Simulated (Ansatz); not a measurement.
# Li on Nb(100): change of the work function, part 3 of 5

Aim: the work function of Nb(100) at several coverages of Li (hollow site), and the dipole that each adsorbate carries.

Ansatz 0.2.0; plane-wave DFT, PBE-D3(BJ), Ansatz PAW.

So far, work function, upper face (eV): step 2 (the clean slab) 3.59; step 3 (21 atoms, coverage 0.25 ML, cell 2x2) 3.21.

## 4. Adsorbate added, k-mesh 5×5×1, coverage 0.5 ML

System of this step: Li/Nb(100). The cell holds 22 atoms: 20 Nb and 2 Li. Cell: a = 6.600 Å, b = 6.600 Å, c = 26.348 Å, α = 90.0°, β = 90.0°, γ = 90.0°. Vacuum lies along c.

Another coverage, to see how the dipoles act on each other as their distance changes.

File input.yaml:

```yaml
crystal:
  lattice:
    - [6.6, 0.0, 0.0]
    - [0.0, 6.6, 0.0]
    - [0.0, 0.0, 26.348291397]
  atoms:
    - { symbol: Nb, position: [0.0, 0.0, 0.3415781261] }
    - { symbol: Nb, position: [0.25, 0.25, 0.4042007826] }
    - { symbol: Nb, position: [0.0, 0.0, 0.4654710883] }
    - { symbol: Nb, position: [0.25, 0.25, 0.528811316] }
    - { symbol: Nb, position: [0.0, 0.0, 0.5829404071] }
    - { symbol: Nb, position: [0.0, 0.5, 0.3415781261] }
    - { symbol: Nb, position: [0.25, 0.75, 0.4042007826] }
    - { symbol: Nb, position: [0.0, 0.5, 0.4654710883] }
    - { symbol: Nb, position: [0.25, 0.75, 0.528811316] }
    - { symbol: Nb, position: [0.0, 0.5, 0.5829404071] }
    - { symbol: Nb, position: [0.5, 0.0, 0.3415781261] }
    - { symbol: Nb, position: [0.75, 0.25, 0.4042007826] }
    - { symbol: Nb, position: [0.5, 0.0, 0.4654710883] }
    - { symbol: Nb, position: [0.75, 0.25, 0.528811316] }
    - { symbol: Nb, position: [0.5, 0.0, 0.5829404071] }
    - { symbol: Nb, position: [0.5, 0.5, 0.3415781261] }
    - { symbol: Nb, position: [0.75, 0.75, 0.4042007826] }
    - { symbol: Nb, position: [0.5, 0.5, 0.4654710883] }
    - { symbol: Nb, position: [0.75, 0.75, 0.528811316] }
    - { symbol: Nb, position: [0.5, 0.5, 0.5829404071] }
    - { symbol: Li, position: [0.25, 0.25, 0.6584218739] }
    - { symbol: Li, position: [0.75, 0.75, 0.6584218739] }
kpoints:
  mp_grid: { grid: [5, 5, 1] }
hamiltonian:
  xc: pbe
  dispersion: d3bj
scf:
  occupations: { method: fermi_dirac, width: 0.1 }
  convergence: { dr2_threshold: 1.0e-08 }
efield:
  axis: 3
  dipole_correction: true
  ramp_position: 0.97
  ramp_width: 0.06
relax:
  f_tol: 0.02
  max_steps: 60
  constraints: [{ sites: [0, 1, 5, 6, 10, 11, 15, 16] }]
output:
  bader: true
  dos: { projected: true, e_range: [-8, 4] }
  write_potential: true
  write_density: true
  volumetric_format: npy
```

Launch:

```sh
$ ansatz run input.yaml --threads 4 --pin off --max-ram 12288MiB --backend cpu --events-out ev --progress --plain --runs-dir out
```

Numbers of over 12 decimals in the logs are rounded to 6 here.

What it wrote:

```text
[...]
Crystal: 22 atoms, lattice volume = 1147.732 Å³
Basis set: ecut = 420 eV, 22417 PW (Γ), exchange–correlation on 90×90×360 points (8 copies of the dense FFT grid, shifted against one another)
Bands: 160, of which v1, the nominal top of the filled ones, is band 133 counted from 1 (132 counted from 0)
Symmetry: 16 space group operations
[...]
k-points: 6 of 25
[...]
SCF iter   1: F=—  HF=-91454.112754 eV  |F-HF|=—  |Δ(HF+E_count)|=         —  Δρ=8.66e-3  dr2=1.85e1  ethr=1.77e-3  p=0.391 e·Å  D=6.16e-2 V/Å  ΔV_dip=-1.62 eV  dr2_dipole=6.86e0  V_vac-E_F(+/−)=2.47/4.10 eV  ⟨swp⟩=12.2  Hψ=4823  notcnv=0
[...]
SCF iter  11: F=-91453.721364 eV  HF=-91453.721364 eV  |F-HF|=2.47e-10  |Δ(HF+E_count)|=   9.55e-9  Δρ=1.74e-7  dr2=1.04e-9  ethr=3.76e-12  p=0.200 e·Å  D=3.15e-2 V/Å  ΔV_dip=-0.83 eV  dr2_dipole=1.18e-10  V_vac-E_F(+/−)=2.88/3.71 eV  ⟨swp⟩=10.2  Hψ=6205  notcnv=0
SCF 1 converged in 11 iterations: F = -91453.721364 eV  dr2 = 1.04e-9
[...]
relax step   1: F+E_penalty+E_count = -91453.72136422 eV  Δ(F+E_penalty+E_count) = +0.000e0 eV  max|allowed force component| = 1.915e-1 eV/Å  Δτ_max = 0.0000 Å  (11 SCF iters, accepted)
[...]
SCF iter   8: F=-91453.720835 eV  HF=-91453.720835 eV  |F-HF|=7.28e-10  |Δ(HF+E_count)|=   3.05e-8  Δρ=3.69e-7  dr2=3.70e-9  ethr=3.76e-12  p=0.199 e·Å  D=3.13e-2 V/Å  ΔV_dip=-0.83 eV  dr2_dipole=8.49e-11  V_vac-E_F(+/−)=2.89/3.71 eV  ⟨swp⟩=11.5  Hψ=6847  notcnv=0
SCF 2 converged in 8 iterations: F = -91453.720835 eV  dr2 = 3.70e-9
relax step   2: F+E_penalty+E_count = -91453.72083488 eV  Δ(F+E_penalty+E_count) = +5.293e-4 eV  max|allowed force component| = 2.206e-1 eV/Å  Δτ_max = 0.0397 Å  (8 SCF iters, rejected (line search))
SCF iter   1: F=—  HF=-91453.728045 eV  |F-HF|=—  |Δ(HF+E_count)|=         —  Δρ=8.32e-4  dr2=4.67e-2  ethr=1.98e-4  p=0.199 e·Å  D=3.13e-2 V/Å  ΔV_dip=-0.83 eV  dr2_dipole=7.13e-3  V_vac-E_F(+/−)=2.89/3.71 eV  ⟨swp⟩=2.3  Hψ=1444  notcnv=0
[...]
SCF iter   7: F=-91453.726188 eV  HF=-91453.726188 eV  |F-HF|=2.91e-9  |Δ(HF+E_count)|=   3.85e-8  Δρ=4.65e-7  dr2=5.47e-9  ethr=3.76e-12  p=0.196 e·Å  D=3.09e-2 V/Å  ΔV_dip=-0.82 eV  dr2_dipole=1.81e-10  V_vac-E_F(+/−)=2.90/3.71 eV  ⟨swp⟩=11.3  Hψ=6972  notcnv=0
SCF 3 converged in 7 iterations: F = -91453.726188 eV  dr2 = 5.47e-9
relax step   3: F+E_penalty+E_count = -91453.72618752 eV  Δ(F+E_penalty+E_count) = -4.823e-3 eV  max|allowed force component| = 9.470e-3 eV/Å  Δτ_max = 0.0193 Å  (7 SCF iters, accepted)
[...]
SCF converged after 7 iterations
Free energy (F): -91453.726188 eV
[...]
Internal energy: -91452.854505 eV  (E = F + TS)
E sigma→0 (E₀):  -91453.290346 eV
Entropy (-TS):   -0.871682 eV (-39.622 meV/atom)
Fermi energy:    3.628520 eV
Dipole field:    D = 0.030956 V/Å  (p = 0.196347 e·Å, saw-weighted, corrected)
Work function:   Φ+ = 2.8983 eV   Φ− = 3.7140 eV
[...]
--- Forces (eV/Å), atoms counted from 1 ---
  atom   1  Nb    -0.00000000    -0.00000000     1.43036221
  atom   2  Nb     0.00000000     0.00000000    -1.44148775
  atom   3  Nb    -0.00000000     0.00000000    -0.00147902
  atom   4  Nb    -0.00000000     0.00000000     0.00947046
  atom   5  Nb     0.00000000     0.00000000    -0.00322163
  atom   6  Nb    -0.00000000     0.00000000     1.43036221
  atom   7  Nb     0.00000000     0.00000000    -1.41414652
  atom   8  Nb    -0.00000000    -0.00000000    -0.00147902
  atom   9  Nb     0.00000000    -0.00000000     0.00050427
  atom  10  Nb     0.00000000    -0.00000000    -0.00322163
  atom  11  Nb    -0.00000000     0.00000000     1.43036221
  atom  12  Nb     0.00000000     0.00000000    -1.41414652
  atom  13  Nb    -0.00000000    -0.00000000    -0.00147902
  atom  14  Nb     0.00000000    -0.00000000     0.00050427
  atom  15  Nb     0.00000000     0.00000000    -0.00322163
  atom  16  Nb    -0.00000000    -0.00000000     1.43036221
  atom  17  Nb     0.00000000     0.00000000    -1.44148775
  atom  18  Nb    -0.00000000     0.00000000    -0.00147902
  atom  19  Nb    -0.00000000     0.00000000     0.00947046
  atom  20  Nb     0.00000000     0.00000000    -0.00322163
  atom  21  Li    -0.00000000    -0.00000000    -0.00568438
  atom  22  Li    -0.00000000     0.00000000    -0.00568438
  max |Σ_I F_I| component: 4.16e-5 eV/Å
--- Band table (eV; the first three rows and the last of 6) ---
  k-point 0: bands = [... 129 lower, 3.6939, 3.7447, 3.7708, 3.8259, 3.8259, 3.9714, 4.0211, 4.0211, ... 23 higher]
  k-point 1: bands = [... 129 lower, 3.5055, 3.5566, 3.5741, 3.6523, 3.7403, 3.9887, 4.0487, 4.1256, ... 23 higher]
  k-point 2: bands = [... 129 lower, 3.4972, 3.5895, 3.6169, 3.6228, 3.6590, 3.6709, 3.7786, 3.9630, ... 23 higher]
  k-point 5: bands = [... 129 lower, 2.9433, 3.0183, 3.0771, 3.1803, 3.3678, 3.6984, 3.7602, 3.7820, ... 23 higher]
--- Relaxed structure (3 steps of the walk, 2 accepted, 0 SCFs on fresh bases) ---
  F+E_penalty+E_count = -91453.72618752 eV   max|allowed force component| = 9.470e-3 eV/Å
  atoms:
    - { symbol: Nb, position: [0.0, 0.0, 0.341578] }
    - { symbol: Nb, position: [0.25, 0.25, 0.404201] }
    - { symbol: Nb, position: [0, 0, 0.465416] }
    - { symbol: Nb, position: [0.25, 0.25, 0.529446] }
    - { symbol: Nb, position: [0, 0, 0.582770] }
    - { symbol: Nb, position: [0.0, 0.5, 0.341578] }
    - { symbol: Nb, position: [0.25, 0.750000, 0.404201] }
    - { symbol: Nb, position: [0, 0.5, 0.465416] }
    - { symbol: Nb, position: [0.25, 0.750000, 0.528438] }
    - { symbol: Nb, position: [0, 0.5, 0.582770] }
    - { symbol: Nb, position: [0.5, 0.0, 0.341578] }
    - { symbol: Nb, position: [0.750000, 0.25, 0.404201] }
    - { symbol: Nb, position: [0.5, 0, 0.465416] }
    - { symbol: Nb, position: [0.750000, 0.25, 0.528438] }
    - { symbol: Nb, position: [0.5, 0, 0.582770] }
    - { symbol: Nb, position: [0.5, 0.5, 0.341578] }
    - { symbol: Nb, position: [0.750000, 0.750000, 0.404201] }
    - { symbol: Nb, position: [0.5, 0.5, 0.465416] }
    - { symbol: Nb, position: [0.750000, 0.750000, 0.529446] }
    - { symbol: Nb, position: [0.5, 0.5, 0.582770] }
    - { symbol: Li, position: [0.25, 0.25, 0.657688] }
    - { symbol: Li, position: [0.750000, 0.750000, 0.657688] }
--- Bader charges: 22 sites ---
  site symbol  charge [e]  shift [e]
     0     Nb     -0.0910     0.0000
     1     Nb      0.0276     0.0000
     2     Nb      0.1323     0.0000
     3     Nb     -0.0391     0.0000
     4     Nb     -0.4436     0.0005
     5     Nb     -0.0910     0.0000
     6     Nb      0.0396     0.0000
     7     Nb      0.1323     0.0000
     8     Nb     -0.0303     0.0000
     9     Nb     -0.4436     0.0005
    10     Nb     -0.0910     0.0000
    11     Nb      0.0396     0.0000
    12     Nb      0.1323     0.0000
    13     Nb     -0.0303     0.0000
    14     Nb     -0.4436     0.0005
    15     Nb     -0.0910     0.0000
    16     Nb      0.0276     0.0000
    17     Nb      0.1323     0.0000
    18     Nb     -0.0391     0.0000
    19     Nb     -0.4436     0.0005
    20     Li      0.8069     0.0010
    21     Li      0.8069     0.0010
  estimated error of the sums over rays = 9.9e-4 e
```

Run time: 3.2 min. Hardware: 4 threads of Arm Neoverse V1, shared host; peak memory 3.8 GiB; 12 min of CPU time.

The steps of the relaxation:

| step | energy less that of the first step (eV) | largest force component (eV/Å) |
| --- | --- | --- |
| 1 | 0.0000 | 0.1915 |
| 2 | 0.0005 | 0.2206 |
| 3 | -0.0048 | 0.0095 |

Relaxation step 2 was tried and not accepted.

The run keeps the 16 symmetry operations that it works with, so distortions that break them were not tested.

The atoms that moved most (Å):

| atom | dx | dy | dz | length |
| --- | --- | --- | --- | --- |
| Li22 | 0.000 | 0.000 | -0.019 | 0.019 |
| Li21 | 0.000 | 0.000 | -0.019 | 0.019 |
| Nb4 | 0.000 | 0.000 | 0.017 | 0.017 |
| Nb19 | 0.000 | 0.000 | 0.017 | 0.017 |
| Nb9 | 0.000 | 0.000 | -0.010 | 0.010 |
| Nb14 | 0.000 | 0.000 | -0.010 | 0.010 |

Final coordinates:

```xyz
22
Lattice="6.6000 0.0000 0.0000 0.0000 6.6000 0.0000 0.0000 0.0000 26.3483" Properties=species:S:1:pos:R:3
Nb    0.0000    0.0000    9.0000
Nb    1.6500    1.6500   10.6500
Nb    0.0000    0.0000   12.2629
Nb    1.6500    1.6500   13.9500
Nb    0.0000    0.0000   15.3550
Nb    0.0000    3.3000    9.0000
Nb    1.6500    4.9500   10.6500
Nb    0.0000    3.3000   12.2629
Nb    1.6500    4.9500   13.9234
Nb    0.0000    3.3000   15.3550
Nb    3.3000    0.0000    9.0000
Nb    4.9500    1.6500   10.6500
Nb    3.3000    0.0000   12.2629
Nb    4.9500    1.6500   13.9234
Nb    3.3000    0.0000   15.3550
Nb    3.3000    3.3000    9.0000
Nb    4.9500    4.9500   10.6500
Nb    3.3000    3.3000   12.2629
Nb    4.9500    4.9500   13.9500
Nb    3.3000    3.3000   15.3550
Li    1.6500    1.6500   17.3290
Li    4.9500    4.9500   17.3290
```

This step gave:

```yaml
energy_at_zero_smearing: -91453.2903 eV
work_function_upper_face: 2.898 eV
work_function_lower_face: 3.714 eV
dipole_along_the_normal: 0.1963 e·Å
step_between_the_vacuum_levels: -0.8156 eV
```

The density of states has structure finer than the step of the table below, so its rows give means over 0.25 eV, whole bins alone (the curve runs from -8 to 1.77 eV). Peaks (eV: height): -3.190: 65.8, -2.290: 50.7, -2.140: 43.2, -1.530: 44.8, -1.260: 42.9, -1.140: 50.3, 1.710: 42.4.

The density of states by energy, zero at the Fermi level; means over each step:

energy (eV), density of states (states/eV a cell) and a bar:
```
    -5.75        0.0 
    -5.50        0.7 #
    -5.25        1.4 #
    -5.00        1.4 #
    -4.75        2.4 ##
    -4.50        1.1 #
    -4.25        2.2 ##
    -4.00        4.6 ####
    -3.75        8.1 #######
    -3.50       14.2 ############
    -3.25       25.4 ######################
    -3.00       26.3 #######################
    -2.75       26.5 #######################
    -2.50       19.3 #################
    -2.25       26.5 #######################
    -2.00       18.9 ################
    -1.75       23.8 #####################
    -1.50       30.6 ###########################
    -1.25       34.6 ##############################
    -1.00       30.7 ###########################
    -0.75       27.0 #######################
    -0.50       29.8 ##########################
    -0.25       26.7 #######################
     0.00       20.9 ##################
     0.25       30.8 ###########################
     0.50       30.0 ##########################
     0.75       26.6 #######################
     1.00       19.1 #################
     1.25       22.3 ###################
     1.50       22.6 ####################
```

Projected DOS per atom over height of the atomic layer and energy from the Fermi level. Layers: Nb4 Nb4 Nb4 Nb4 Nb4 Li2 from below.

Ten even steps from '0' (0.00 states/eV) to '9' (2.31 states/eV), each cell a mean:
```
724250
522251
923281
943381
744460
745461
856581
566760
563550
555540
466650
145530
112210
000000
000000
000000
000000
000000
000000
000000
000000
000000
```
Columns: height of the atomic layer (Å) from 9 to 17.3 (not evenly spaced); rows upwards: energy from the Fermi level (eV) from -7.96 to 1.75.

The relaxation took 3 steps and lowered the energy by 0.0048 eV; the largest force on the free atoms ends at 0.0095 eV/Å.

The covered face has 2.90 eV, -0.70 eV against the clean one; the bare back face has moved by -0.01 eV, a measure of how thin the slab is.

## 5. The covered slab, k-mesh 9×9×1, coverage 1 ML

System of this step: Li/Nb(100). The cell holds 6 atoms: 5 Nb and 1 Li. Cell: a = 3.300 Å, b = 3.300 Å, c = 26.348 Å, α = 90.0°, β = 90.0°, γ = 90.0°. Vacuum lies along c.

Another coverage, to see how the dipoles act on each other as their distance changes.

input.yaml, the sections that differ from step 4:

```yaml
crystal:
  lattice:
    - [3.3, 0.0, 0.0]
    - [0.0, 3.3, 0.0]
    - [0.0, 0.0, 26.348291397]
  atoms:
    - { symbol: Nb, position: [0.0, 0.0, 0.3415781261] }
    - { symbol: Nb, position: [0.5, 0.5, 0.4042007826] }
    - { symbol: Nb, position: [0.0, 0.0, 0.4654710883] }
    - { symbol: Nb, position: [0.5, 0.5, 0.528811316] }
    - { symbol: Nb, position: [0.0, 0.0, 0.5829404071] }
    - { symbol: Li, position: [0.5, 0.5, 0.6584218739] }
kpoints:
  mp_grid: { grid: [9, 9, 1] }
relax:
  f_tol: 0.02
  max_steps: 60
  constraints: [{ sites: [0, 1] }]
output:
  bader: true
  write_potential: true
  write_density: true
  volumetric_format: npy
# hamiltonian, scf, efield: as in step 4
```

What it wrote:

```text
[...]
Crystal: 6 atoms, lattice volume = 286.933 Å³
Basis set: ecut = 420 eV, 5681 PW (Γ), exchange–correlation on 48×48×360 points (8 copies of the dense FFT grid, shifted against one another)
Bands: 41, of which v1, the nominal top of the filled ones, is band 34 counted from 1 (33 counted from 0)
Symmetry: 8 space group operations
[...]
- { symbol: Nb, position: [0, 0.0, 0.582472] }
    - { symbol: Li, position: [0.5, 0.5, 0.655973] }
--- Bader charges: 6 sites ---
  site symbol  charge [e]  shift [e]
     0     Nb     -0.0857     0.0000
     1     Nb      0.0328     0.0000
     2     Nb      0.1170     0.0000
     3     Nb     -0.0692     0.0000
     4     Nb     -0.7993     0.0005
     5     Li      0.8044     0.0003
  estimated error of the sums over rays = 8.5e-4 e
[key lines of the parts left out:]
SCF converged after 7 iterations
Free energy (F): -22966.304814 eV
Fermi energy:    3.703997 eV
Dipole field:    D = 0.022564 V/Å  (p = 0.035779 e·Å, saw-weighted, corrected)
Work function:   Φ+ = 3.1196 eV   Φ− = 3.7141 eV
```

The job ended after 30 s (4 threads; peak memory 0.63 GiB; 1.8 min of CPU time).

Step by step:

| step | energy less that of the first step (eV) | largest force component (eV/Å) |
| --- | --- | --- |
| 1 | 0.0000 | 0.0806 |
| 2 | -0.0020 | 0.0397 |
| 3 | -0.0026 | 0.0061 |

Forces are held to the 8 operations that the run works with; a distortion that breaks them can't arise in this run.

The atoms that moved most (Å):

| atom | dx | dy | dz | length |
| --- | --- | --- | --- | --- |
| Li6 | 0.000 | 0.000 | -0.065 | 0.065 |
| Nb5 | 0.000 | 0.000 | -0.012 | 0.012 |

The relaxed structure:

```xyz
6
Lattice="3.3000 0.0000 0.0000 0.0000 3.3000 0.0000 0.0000 0.0000 26.3483" Properties=species:S:1:pos:R:3
Nb    0.0000    0.0000    9.0000
Nb    1.6500    1.6500   10.6500
Nb    0.0000    0.0000   12.2595
Nb    1.6500    1.6500   13.9318
Nb    0.0000    0.0000   15.3472
Li    1.6500    1.6500   17.2838
```

The relaxation took 3 steps and lowered the energy by 0.0026 eV; the largest force on the free atoms ends at 0.0061 eV/Å.

The covered face has 3.12 eV, -0.48 eV against the clean one; the bare back face has moved by -0.01 eV, a measure of how thin the slab is.

## 6. Work function against coverage

This step: plane-wave DFT, PBE-D3(BJ), Ansatz PAW; work function against coverage (Ansatz 0.2.0).

The runs are now put side by side.

Numbers from this step:

| Property | Result |
| --- | --- |
| work function of the clean face | 3.595 eV |
| largest change of the work function | -0.6963 eV |

Table of work function of the covered face by coverage:

| coverage (adsorbates/nm²) | work function of the covered face (eV) |
| --- | --- |
| 0.00 | 3.59 |
| 2.30 | 3.21 |
| 4.59 | 2.90 |
| 9.18 | 3.12 |

The dipole per adsorbate comes from the change of the cell's dipole. Coverage, by row:

| coverage (1/nm²) | coverage (ML) | work function (eV) | change (eV) | dipole per adsorbate, positive end outwards (debye) | mean height of the added atoms over the highest substrate atom (Å) |
| --- | --- | --- | --- | --- | --- |
| 2.296 | 0.25 | 3.212 | -0.3823 | 0.431 | 1.868 |
| 4.591 | 0.5 | 2.898 | -0.6963 | 0.394 | 1.974 |
| 9.183 | 1 | 3.12 | -0.475 | 0.133 | 1.937 |

(Continued in part 4 of 5.)

[Logs are printed without paths, hosts, clocks, repeated set-up lines and the standing remarks that a program may print on its own settings, such as how far it seeks lower states.]

[Hosts, paths, dates, database ids (printed as entryN), source tags and the programs' standing remarks are cut or masked in the printed files.]

[Maps of the electrostatic potential energy from Ansatz leave out the sawtooth potential of an applied field or a dipole correction, so their vacuum need not be flat; planar profiles and work functions include it.]

[The density of states shown here was stored with 400 of the rows of the run's finer table, so its peaks can read low, often by over a quarter, or be missed, and its means over a window can be off by a tenth or more.]
